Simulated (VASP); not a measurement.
# TiAl (Pm-3m) in VASP: settings compared

One crystal, TiAl, is run at these levels: PBEsol, LDA, PBE; tasks: relaxation of cell and atoms.

All numbers are computed with VASP 6.6.1; they aren't measurements. Logs are shortened: lines on timing, memory, paths and dates and some standing lists are left out, and cuts for length are marked.

## (1) The structure

It takes space group Pm-3m (No. 221, cubic). The conventional cell has a = 3.179 Å, b = 3.179 Å, c = 3.179 Å, α = 90.00°, β = 90.00°, γ = 90.00°. Ti (site symmetry m-3m) has 8 Al at 2.75 Å as nearest neighbours. Al (site symmetry m-3m) has 8 Ti at 2.75 Å as nearest neighbours.

The cell comes from a database or a generator and needn't be the stable form of this composition.

## (2) Relaxation of cell and atoms, PBEsol

Input file INCAR:

```
SYSTEM = TiAl
PREC = Accurate
ENCUT = 600
EDIFF = 1E-7
ISMEAR = 0
SIGMA = 0.1
LREAL = .False.
LASPH = .True.
NELM = 60
ALGO = Normal
ISIF = 3
LWAVE = .False.
LCHARG = .False.
GGA = PS
IBRION = 2
NSW = 90
EDIFFG = -0.005
```

Input file KPOINTS:

```
Automatic mesh
0
Gamma
  14 14 14
  0 0 0
```

Input file POSCAR:

```
TiAl
1.0
    3.1790640000      0.0000000000      0.0000000000
    0.0000000000      3.1790640000      0.0000000000
    0.0000000000      0.0000000000      3.1790640000
Ti Al
1 1
Direct
    0.0000000000      0.0000000000      0.0000000000
    0.5000000000      0.5000000000      0.5000000000
```

Potentials or basis: VASP PAW PBE potentials, release 64 (Ti_sv, Al).

Launch:

```sh
$ cat potpaw_PBE.64/Ti_sv/POTCAR potpaw_PBE.64/Al/POTCAR > POTCAR
$ mpirun -np 1 vasp_std > vasp.out
```

OUTCAR:

```text
SYSTEM = TiAl
   PREC = Accurate
   ENCUT = 600
   EDIFF = 1E-7
   ISMEAR = 0
   LREAL = .False.
   LASPH = .True.
   NELM = 60
   ISIF = 3
   GGA = PS
   IBRION = 2
   NSW = 90
   EDIFFG = -0.005

 ion  position               nearest neighbor table
   1  0.000  0.000  0.000-   2 2.75   2 2.75   2 2.75   2 2.75   2 2.75   2 2.75   2 2.75   2 2.75

   2  0.500  0.500  0.500-   1 2.75   1 2.75   1 2.75   1 2.75   1 2.75   1 2.75   1 2.75   1 2.75

  LATTYP: Found a simple cubic cell.
 ALAT       =     3.1790640000

  Lattice vectors:

 A1 = (   3.1790640000,   0.0000000000,   0.0000000000)
 A2 = (   0.0000000000,   3.1790640000,   0.0000000000)
 A3 = (   0.0000000000,   0.0000000000,   3.1790640000)

Analysis of symmetry for initial positions (statically):
=====================================================================
 Subroutine PRICEL returns:
 Original cell was already a primitive cell.

 Routine SETGRP: Setting up the symmetry group for a
 simple cubic supercell.

 Subroutine GETGRP returns: Found 48 space group operations
 (whereof 48 operations were pure point group operations)
 out of a pool of 48 trial point group operations.

The static configuration has the point symmetry O_h .

Analysis of symmetry for dynamics (positions and initial velocities):
=====================================================================
 Subroutine PRICEL returns:
 Original cell was already a primitive cell.

 Routine SETGRP: Setting up the symmetry group for a
 simple cubic supercell.

 Subroutine GETGRP returns: Found 48 space group operations
 (whereof 48 operations were pure point group operations)
 out of a pool of 48 trial point group operations.

The dynamic configuration has the point symmetry O_h .

 Subroutine INISYM returns: Found 48 space group operations
 (whereof 48 operations are pure point group operations),
 and found     1 'primitive' translations

----------------------------------------------------------------------------------------

                                     Primitive cell

  volume of cell :      32.1290

  direct lattice vectors                    reciprocal lattice vectors
     3.179064000  0.000000000  0.000000000     0.314557996  0.000000000  0.000000000
     0.000000000  3.179064000  0.000000000     0.000000000  0.314557996  0.000000000
     0.000000000  0.000000000  3.179064000     0.000000000  0.000000000  0.314557996

  length of vectors
     3.179064000  3.179064000  3.179064000     0.314557996  0.314557996  0.314557996

  position of ions in fractional coordinates (direct lattice)
     0.000000000  0.000000000  0.000000000
     0.500000000  0.500000000  0.500000000

  ion indices of the primitive-cell ions
   primitive index   ion index
                 1           1
                 2           2

----------------------------------------------------------------------------------------

 KPOINTS: Automatic mesh

Automatic generation of k-mesh.
 Grid dimensions read from file:
 generate k-points for:   14   14   14

 Generating k-lattice:

  Cartesian coordinates                     Fractional coordinates (reciprocal lattice)
     0.022468428  0.000000000  0.000000000     0.071428571  0.000000000  0.000000000
     0.000000000  0.022468428  0.000000000     0.000000000  0.071428571  0.000000000
     0.000000000  0.000000000  0.022468428     0.000000000  0.000000000  0.071428571

  Length of vectors
     0.022468428  0.022468428  0.022468428

  Shift w.r.t. Gamma in fractional coordinates (k-lattice)
     0.000000000  0.000000000  0.000000000

 Subroutine IBZKPT returns following result:
 ===========================================

 Found    120 irreducible k-points:

 Following reciprocal coordinates:
            Coordinates               Weight
  0.000000  0.000000  0.000000      1.000000
  0.071429  0.000000  0.000000      6.000000
  0.142857  0.000000  0.000000      6.000000
  0.214286  0.000000  0.000000      6.000000
  0.285714  0.000000  0.000000      6.000000
  0.357143  0.000000  0.000000      6.000000
[... 16 lines left out ...]
  0.285714  0.214286  0.000000     24.000000
  0.357143  0.214286  0.000000     24.000000
 [... further k-points ...]
   k-points           NKPTS =    120   k-points in BZ     NKDIM =    120   number of bands    NBANDS=     11
   number of dos      NEDOS =    301   number of ions     NIONS =      2
   total plane-waves  NPLWV =  21952
   dimension x,y,z NGX =    28 NGY =   28 NGZ =   28
   dimension x,y,z NGXF=    56 NGYF=   56 NGZF=   56
   ions per type =               1   1
   NGX,Y,Z   is equivalent  to a cutoff of  14.64, 14.64, 14.64 a.u.
   NGXF,Y,Z  is equivalent  to a cutoff of  29.28, 29.28, 29.28 a.u.
 SYSTEM =  TiAl
   PREC   = accura    normal or accurate (medium, high low for compatibility)
   ISTART =      0    job   : 0-new  1-cont  2-samecut
   ICHARG =      2    charge: 1-file 2-atom 10-const
   ISPIN  =      1    spin polarized calculation?
   LNONCOLLINEAR =      F non collinear calculations
   LSORBIT =      F    spin-orbit coupling
   LASPH  =      T    aspherical Exc in radial PAW
   ENCUT  =  600.0 eV  44.10 Ry    6.64 a.u.   6.35  6.35  6.35*2*pi/ulx,y,z
   NELM   =     60;   NELMIN=  2; NELMDL= -5     # of ELM steps
   EDIFF  = 0.1E-06   stopping-criterion for ELM
   LREAL  =      F    real-space projection
   EDIFFG = -.5E-02   stopping-criterion for IOM
   NSW    =     90    number of steps for IOM
   IBRION =      2    ionic relax: 0-MD 1-quasi-New 2-CG
   NFREE  =      1    steps in history (QN), initial steepest desc. (CG)
   ISIF   =      3    stress and relaxation
   ISYM   =      2    0-nonsym 1-usesym 2-fastsym
   POTIM  = 0.5000    time-step for ionic-motion
   TEBEG  =    0.0;   TEEND  =   0.0 temperature during run
   PSTRESS=    0.0 pullay stress
   NELECT =      15.0000    total number of electrons
   NUPDOWN=      -1.0000    fix difference up-down
   EMIN   =  10.00;   EMAX   =-10.00  energy-range for DOS
   EFERMI =   0.00;   METHOD = LEGACY
   ISMEAR =     0;   SIGMA  =   0.10  broadening in eV -4-tet -1-fermi 0-gaus
   EFERMI_NEDOS =   21; number of points for ismear=-14 and -15
   IALGO  =     38    algorithm
   IMIX   =      4    mixing-type and parameters
     AMIX     =   0.40;   BMIX     =  1.00
     AMIX_MAG =   1.60;   BMIX_MAG =  1.00
  volume/ion in A,a.u.               =      16.06       108.41
  Fermi-wavevector in a.u.,A,eV,Ry     =   1.270007  2.399964 21.945065  1.612917
  Thomas-Fermi vector in A             =   2.403017
   LORBIT       =      0    0 simple, 1 ext, 2 COOP (PROOUT), +10 PAW based schemes
   GGA     = PS    functional components
   LHFCALC =     F    Hartree Fock is set to
   AEXX    =    0.0000 exact exchange contribution
   IVDW    =     0    specifies the selected vdW correction
   LEPSILON=     F    determine dielectric tensor
   LRPA    =     F    only Hartree local field effects (RPA)
 conjugate gradient relaxation of ions
 non-spin polarized calculation
 Gauss-broadening in eV      SIGMA  =   0.10
  energy-cutoff  :      600.00
  volume of cell :       32.13
 maximum number of plane-waves:      1108
 NGX is ok and might be reduce to    28
   NGX = 13   NGY = 13   NGZ = 13

--------------------------------------- Ionic step        1  -------------------------------------------

 number of electron      15.0000003 magnetization

 Free energy of the ion-electron system (eV)
  ---------------------------------------------------
  ext. energy  EPLUGINS =         0.00000000
  ---------------------------------------------------
  free energy    TOTEN  =       -12.96989460 eV

  energy without entropy =      -12.95758535  energy(sigma->0) =      -12.96373998

------------------------ aborting loop because EDIFF is reached ----------------------------------------

  FORCE on cell =-STRESS in cart. coord.  units (eV):
  Direction    XX          YY          ZZ          XY          YZ          ZX
  --------------------------------------------------------------------------------------
  -------------------------------------------------------------------------------------
  Total       -0.4847302     -0.4847302     -0.4847302      0.0000000      0.0000000      0.0000000
  in kB      -24.1720136    -24.1720136    -24.1720136      0.0000000      0.0000000      0.0000000
  external PRESSURE =     -24.1720136 kB  Pullay stress =       0.0000000 kB
[... 57 lines left out ...]
  energy  without entropy=      -12.9609856336  energy(sigma->0) =      -12.96693536

--------------------------------------- Ionic step        3  -------------------------------------------

 number of electron      15.0000003 magnetization

 Free energy of the ion-electron system (eV)
  ---------------------------------------------------
  ext. energy  EPLUGINS =         0.00000000
  ---------------------------------------------------
  free energy    TOTEN  =       -12.97513895 eV

  energy without entropy =      -12.96308102  energy(sigma->0) =      -12.96910998

 E-fermi :   8.9081     XC(G=0): -11.2827

 val. band max:        8.8872221090   @ k =   0.3571   0.2857   0.1429
 cond. band min:       8.9114965231   @ k =   0.2857   0.2857   0.0000
 fundamental gap:      0.0242744141
 Fermi energy:         8.9081288773

 k-point     1 :       0.0000    0.0000    0.0000
  band No.  band energies     occupation
      1     -47.7157      2.00000
      2     -24.0166      2.00000
      3     -24.0166      2.00000
      4     -24.0166      2.00000
      5      -0.4482      2.00000
      6       7.4175      2.00000
      7       7.4175      2.00000
      8      10.7415      0.00000
      9      10.7415      0.00000
     10      10.7415      0.00000
     11      13.4250      0.00000
[... 309 lines left out ...]
 k-point    24 :       0.3571    0.2143    0.0000
  band No.  band energies     occupation
      1     -47.6958      2.00000
      2     -24.1600      2.00000
      3     -24.0734      2.00000
      4     -23.9966      2.00000
      5       2.0895      2.00000
      6       5.7047      2.00000
      7       7.7133      2.00000
      8       8.8477      1.60714
      9       9.4454      0.00000
     10      10.2867      0.00000
     11      11.9210      0.00000

 [... further k-points ...]

------------------------ aborting loop because EDIFF is reached ----------------------------------------

  FORCE on cell =-STRESS in cart. coord.  units (eV):
  Direction    XX          YY          ZZ          XY          YZ          ZX
  --------------------------------------------------------------------------------------
  -------------------------------------------------------------------------------------
  Total        0.0011209      0.0011209      0.0011209      0.0000000      0.0000000     -0.0000000
  in kB        0.0571071      0.0571071      0.0571071      0.0000000      0.0000000     -0.0000000
  external PRESSURE =       0.0571071 kB  Pullay stress =       0.0000000 kB
[... 17 lines left out ...]
  FREE ENERGIE OF THE ION-ELECTRON SYSTEM (eV)
  ---------------------------------------------------
  free  energy   TOTEN  =       -12.9751389463 eV

  energy  without entropy=      -12.9630810187  energy(sigma->0) =      -12.96910998

 reached required accuracy - stopping structural energy minimisation
```

Wall time 50 s (1 thread of Intel Xeon 6975P-C (Granite Rapids), shared host); peak memory 0.21 GiB.

What came out:

- Free energy: -12.9751 eV
- Relaxed volume: 15.72 Å³/atom
- Relaxed cell: a = 3.156 Å, b = 3.156 Å, c = 3.156 Å, α = 90.00°, β = 90.00°, γ = 90.00°
- Space group after relaxing (to 0.05 Å): Pm-3m (No. 221)
- Energy gained by relaxing: 2.6 meV/atom
- Ionic steps: 3
- Pressure after relaxing: 0.0 GPa
- Band gap on the k mesh: none (metal or under the smearing width)

Step by step:
```tsv
step	energy change (eV)	largest force (eV/Å)	pressure (GPa)	volume (Å³)
1	0.0000	0.0000	-2.42	32.13
2	-0.0030	0.0000	1.69	31.02
3	-0.0052	0.0000	0.01	31.45
```

Final structure:
```
Ti Al
1.0
     3.15645    0.00000    0.00000
     0.00000    3.15645    0.00000
     0.00000    0.00000    3.15645
Ti Al
1 1
Direct
  0.00000 0.00000 0.00000
  0.50000 0.50000 0.50000
```

Caveat: the PAW data sets were made with another functional, which shifts forces and pressure a little.

## (3) Relaxation of cell and atoms, LDA

Edit INCAR of step 2 so:

```diff
@@ -13,3 +13,3 @@
 LCHARG = .False.
-GGA = PS
+GGA = CA
 IBRION = 2
```

KPOINTS is that of step 2.

POSCAR is that of step 2.

Potentials or basis: VASP PAW LDA potentials, release 64 (Ti_sv, Al).

Launch:

```sh
$ cat potpaw_LDA.64/Ti_sv/POTCAR potpaw_LDA.64/Al/POTCAR > POTCAR
$ mpirun -np 1 vasp_std > vasp.out
```

OUTCAR:

```text
SYSTEM = TiAl
   PREC = Accurate
   ENCUT = 600
   EDIFF = 1E-7
   ISMEAR = 0
   LREAL = .False.
   LASPH = .True.
   NELM = 60
   ISIF = 3
   GGA = CA
   IBRION = 2
   NSW = 90
   EDIFFG = -0.005

 ion  position               nearest neighbor table
   1  0.000  0.000  0.000-   2 2.75   2 2.75   2 2.75   2 2.75   2 2.75   2 2.75   2 2.75   2 2.75

   2  0.500  0.500  0.500-   1 2.75   1 2.75   1 2.75   1 2.75   1 2.75   1 2.75   1 2.75   1 2.75

  LATTYP: Found a simple cubic cell.
 ALAT       =     3.1790640000

  Lattice vectors:

 A1 = (   3.1790640000,   0.0000000000,   0.0000000000)
 A2 = (   0.0000000000,   3.1790640000,   0.0000000000)
 A3 = (   0.0000000000,   0.0000000000,   3.1790640000)

Analysis of symmetry for initial positions (statically):
=====================================================================
 Subroutine PRICEL returns:
 Original cell was already a primitive cell.

 Routine SETGRP: Setting up the symmetry group for a
 simple cubic supercell.

 Subroutine GETGRP returns: Found 48 space group operations
 (whereof 48 operations were pure point group operations)
 out of a pool of 48 trial point group operations.

The static configuration has the point symmetry O_h .

Analysis of symmetry for dynamics (positions and initial velocities):
=====================================================================
[... 234 lines left out ...]

 Free energy of the ion-electron system (eV)
  ---------------------------------------------------
  ext. energy  EPLUGINS =         0.00000000
  ---------------------------------------------------
  free energy    TOTEN  =       -13.30549357 eV

  energy without entropy =      -13.29355356  energy(sigma->0) =      -13.29952357

 E-fermi :   9.0737     XC(G=0): -11.5387

 val. band max:        9.0726956133   @ k =   0.5000   0.0714   0.0000
 cond. band min:       9.0763284478   @ k =   0.2857   0.2857   0.0000
 fundamental gap:      0.0036328345
 Fermi energy:         9.0736792421

 k-point     1 :       0.0000    0.0000    0.0000
  band No.  band energies     occupation
      1     -47.0209      2.00000
      2     -23.6014      2.00000
      3     -23.6014      2.00000
      4     -23.6014      2.00000
      5      -0.3465      2.00000
      6       7.5346      2.00000
      7       7.5346      2.00000
      8      10.9381      0.00000
      9      10.9381      0.00000
     10      10.9381      0.00000
     11      13.7392      0.00000
[... 309 lines left out ...]
 k-point    24 :       0.3571    0.2143    0.0000
  band No.  band energies     occupation
      1     -46.9973      2.00000
      2     -23.7642      2.00000
      3     -23.6658      2.00000
      4     -23.5786      2.00000
      5       2.2366      2.00000
      6       5.8713      2.00000
      7       7.8725      2.00000
      8       9.0094      1.63641
      9       9.6037      0.00000
     10      10.4681      0.00000
     11      12.1990      0.00000

 [... further k-points ...]

------------------------ aborting loop because EDIFF is reached ----------------------------------------

  FORCE on cell =-STRESS in cart. coord.  units (eV):
  Direction    XX          YY          ZZ          XY          YZ          ZX
  --------------------------------------------------------------------------------------
  -------------------------------------------------------------------------------------
  Total       -0.0015278     -0.0015278     -0.0015278      0.0000000     -0.0000000      0.0000000
  in kB       -0.0801596     -0.0801596     -0.0801596      0.0000000     -0.0000000      0.0000000
  external PRESSURE =      -0.0801596 kB  Pullay stress =       0.0000000 kB
[... 17 lines left out ...]
  FREE ENERGIE OF THE ION-ELECTRON SYSTEM (eV)
  ---------------------------------------------------
  free  energy   TOTEN  =       -13.3054935731 eV

  energy  without entropy=      -13.2935535649  energy(sigma->0) =      -13.29952357

 reached required accuracy - stopping structural energy minimisation
```

It took 49 s on 1 thread of Intel Xeon 6975P-C (Granite Rapids), shared host; peak memory 0.19 GiB.

What came out:

```
Free energy                            : -13.3055 eV
Relaxed volume                         : 15.27 Å³/atom
Relaxed cell                           : a = 3.126 Å, b = 3.126 Å, c = 3.126 Å, α = 90.00°, β = 90.00°, γ = 90.00°
Space group after relaxing (to 0.05 Å) : Pm-3m (No. 221)
Energy gained by relaxing              : 15.0 meV/atom
Ionic steps                            : 3
Pressure after relaxing                : 0.0 GPa
Band gap on the k mesh                 : none (metal or under the smearing width)
```

Step by step:
```tsv
step	energy change (eV)	largest force (eV/Å)	pressure (GPa)	volume (Å³)
1	0.0000	0.0000	-5.75	32.13
2	-0.0161	0.0000	4.49	29.52
3	-0.0299	0.0000	-0.01	30.54
```

Final structure:
```cif
data_structure
_symmetry_space_group_name_H-M 'P 1'
_symmetry_Int_Tables_number 1
_cell_length_a 3.1257
_cell_length_b 3.1257
_cell_length_c 3.1257
_cell_angle_alpha 90.000
_cell_angle_beta 90.000
_cell_angle_gamma 90.000
_cell_volume 30.54
loop_
_atom_site_label
_atom_site_type_symbol
_atom_site_fract_x
_atom_site_fract_y
_atom_site_fract_z
_atom_site_occupancy
Ti1 Ti 0.00000 0.00000 0.00000 1
Al1 Al 0.50000 0.50000 0.50000 1
```

## (4) Relaxation of cell and atoms, PBE

Edit INCAR of step 3 so:

```diff
@@ -13,3 +13,3 @@
 LCHARG = .False.
-GGA = CA
+GGA = PE
 IBRION = 2
```

KPOINTS is that of step 3.

POSCAR is that of step 3.

Potentials or basis: VASP PAW PBE potentials, release 64 (Ti_sv, Al).

Launch:

```sh
$ cat potpaw_PBE.64/Ti_sv/POTCAR potpaw_PBE.64/Al/POTCAR > POTCAR
$ mpirun -np 1 vasp_std > vasp.out
```

It took 47 s on 1 thread of Intel Xeon 6975P-C (Granite Rapids), shared host; peak memory 0.2 GiB.

It converged, with:

* Free energy: -12.1164 eV
* Relaxed volume: 16.17 Å³/atom
* Relaxed cell: a = 3.186 Å, b = 3.186 Å, c = 3.186 Å, α = 90.00°, β = 90.00°, γ = 90.00°
* Space group after relaxing (to 0.05 Å): Pm-3m (No. 221)
* Energy gained by relaxing: 0.2 meV/atom
* Ionic steps: 3
* Pressure after relaxing: 0.0 GPa
* Band gap on the k mesh: none (metal or under the smearing width)

The path:
| step | energy change (eV) | largest force (eV/Å) | pressure (GPa) | volume (Å³) |
| --- | --- | --- | --- | --- |
| 1 | 0.0000 | 0.0000 | 0.74 | 32.13 |
| 2 | -0.0003 | 0.0000 | -0.47 | 32.48 |
| 3 | -0.0005 | 0.0000 | 0.01 | 32.34 |

Final structure:
```xyz
2
Lattice="3.1859 0.0000 0.0000 0.0000 3.1859 0.0000 0.0000 0.0000 3.1859" Properties=species:S:1:pos:R:3 pbc="T T T"
Ti    0.0000    0.0000    0.0000
Al    1.5929    1.5929    1.5929
```

Levels at points of the mesh, in eV from the Fermi level:
| k point | band 4 | band 5 | band 6 | band 7 | band 8 | band 9 | band 10 | band 11 |
| --- | --- | --- | --- | --- | --- | --- | --- | --- |
| (0.00, 0.00, 0.00) | -33.12 | -9.26 | -1.43 | -1.43 | 1.78 | 1.78 | 1.78 | 4.37 |
| (0.50, 0.00, 0.00) | -33.11 | -6.04 | -5.18 | -0.55 | 0.14 | 0.14 | 1.98 | 2.94 |
| (0.50, 0.50, 0.00) | -33.09 | -5.01 | -2.12 | -2.12 | -1.47 | 0.70 | 0.70 | 2.69 |
| (0.50, 0.50, 0.50) | -33.25 | -3.08 | -3.08 | -3.08 | 0.58 | 2.75 | 2.75 | 2.89 |

## (5) Summary

```tsv
level	potentials or basis	gap on the mesh (eV)	pressure (GPa)	relaxed volume (Å³/atom)
PBEsol	VASP PAW PBE potentials, release 64 (Ti_sv, Al)	none	0.0	15.72
LDA	VASP PAW LDA potentials, release 64 (Ti_sv, Al)	none	0.0	15.27
PBE	VASP PAW PBE potentials, release 64 (Ti_sv, Al)	none	0.0	16.17
```

Alike in all rows: task relaxation of cell and atoms; no spin polarisation; cell relaxed; k mesh 14 × 14 × 14; cutoff (eV) 600; smearing gaussian 0.1 eV.

Caveats: the PAW data sets were made with another functional, which shifts forces and pressure a little (some runs).

Absolute energies hang on the potentials; compare differences alone.
